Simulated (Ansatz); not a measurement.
The parent structure is KI in the rock salt structure (space group Fm-3m, No. 225; a = 7.182 Å). Axes: x, y, z lie along the cube axes.

Calculations: Ansatz (a quantum-chemistry and plane-wave program), PBE, PAW, cutoff 420 eV, spin-orbit coupling left out.

Now apply this change: an isotropic linear strain of −1.00 %; the atoms relax in the strained cell.

**Question.** Predict the stress tensor and what it implies for the stiffness.

**Answer.** Stress of the strained cell less that of the base (GPa, compression positive):
```
   0.34    0.00    0.00
   0.00    0.34    0.00
   0.00    0.00    0.34
```

Then B = −ΔP/(ΔV/V₀) with ΔV/V₀ = -0.0297 gives secant stiffness values (nonlinear terms included at this strain): B ≈ 12 GPa.

No phonon test of stability was made.
